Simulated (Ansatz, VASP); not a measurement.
# One calculation of KF, two programs

File INCAR:

```
PREC = Accurate
ENCUT = 520
EDIFF = 1E-8
ISMEAR = -1
SIGMA = 0.02
LREAL = False
LASPH = True
NELM = 100
ALGO = Normal
ISIF = 2
LWAVE = False
LCHARG = False
LEFG = True
NBANDS = 15
```

File KPOINTS:

```
Automatic mesh
0
Gamma
  9 9 9
```

POSCAR

```
KF
1.0
    3.2149096683      0.0000000000      0.0000000000
    0.0000000000      3.2149096683      0.0000000000
    0.0000000000      0.0000000000      3.2149096683
K F
1 1
Direct
    0.0000000000      0.0000000000      0.0000000000
    0.5000000000      0.5000000000      0.5000000000
```

Input for Ansatz:

```yaml
crystal:
  lattice:
    - [3.2149096683, 0.0, 0.0]
    - [0.0, 3.2149096683, 0.0]
    - [0.0, 0.0, 3.2149096683]
  atoms:
    - { symbol: K, position: [0.0, 0.0, 0.0] }
    - { symbol: F, position: [0.5, 0.5, 0.5] }
kpoints:
  mp_grid: { grid: [9, 9, 9] }
scf:
  occupations: { method: fermi_dirac, width: 0.02 }
hamiltonian:
  xc: lda
  pseudopotentials: { kind: all_electron, datasets: crystal }
output:
  forces: true
  stress: true
  eigenvalues: true
  efg: { contact_densities: true }
```

Change from the starting cell: volume scaled by 0.96, crystal datasets.

Alike in both runs: task electric field gradients; functional LDA; k mesh 9 × 9 × 9; occupations fermi-dirac, width 0.02 eV; no spin polarisation.

```csv
,VASP,Ansatz
version,VASP 6.6.1,Ansatz 0.2.0
potentials or method,"VASP PAW LDA potentials, release 64 (K_sv, F)","all-electron PAW with datasets made for the crystal, scalar-relativistic"
plane-wave cutoff (eV),520,see its input
```

Ansatz gave:

| Property | Result |
| --- | --- |
| gap on the k mesh at the Fermi level (eV) | 6.21 |
| pressure (GPa) | -4.8 |
| Vzz of the field gradient on the site that differs most (V/Å²) | 0.0 |

**Question.** Which values does VASP return?

**Answer.** gap on the k mesh at the Fermi level (eV): 6.21; pressure (GPa): -4.7; Vzz of the field gradient on the site that differs most (V/Å²): 0.0.

Ansatz ran all-electron here, so the differences hold the error of VASP's frozen core and of both bases.

Caveats: an odd mesh through Γ misses points on the zone boundary, where band edges often lie.
